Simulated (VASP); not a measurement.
# Sn: an input that fails (relaxed cell and band gap)

Sn, Fd-3m (no. 227), 2 atoms in the cell.

INCAR:
```
  ALGO = Normal
  EDIFF = 1E-7
  EDIFFG = -0.005
  ENCUT = 600
  GGA = LIBXC
  GGA_COMPAT = F
  IBRION = 2
  ISIF = 3
  ISMEAR = 1
  LASPH = T
  LCHARG = F
  LREAL = F
  LWAVE = F
  NELM = 80
  NSW = 20
  PREC = Accurate
  SIGMA = 0.1
```

KPOINTS:
```
k-points
0
Gamma
  7 7 7
```

POSCAR:
```
Sn
1.0
    0.0000000000      3.2333428000      3.2333428000
    3.2333428000      0.0000000000      3.2333428000
    3.2333428000      3.2333428000      0.0000000000
Sn
2
Direct
    0.7500000000      0.7500000000      0.7500000000
    0.5000000000      0.5000000000      0.5000000000
```

Commands:
```
cat potpaw_PBE.64/Sn_d/POTCAR > POTCAR
mpirun -np 1 vasp_std > vasp.out
```

VASP stops with:
```
XC_FOCK_READER: Libxc is attempted to be used, but neither LIBXC1 nor LIBXC2 is specified. ---->  I REFUSE TO CONTINUE WITH THIS SICK JOB ... BYE!!! <----
```

Cause: library asked for but no functional named.
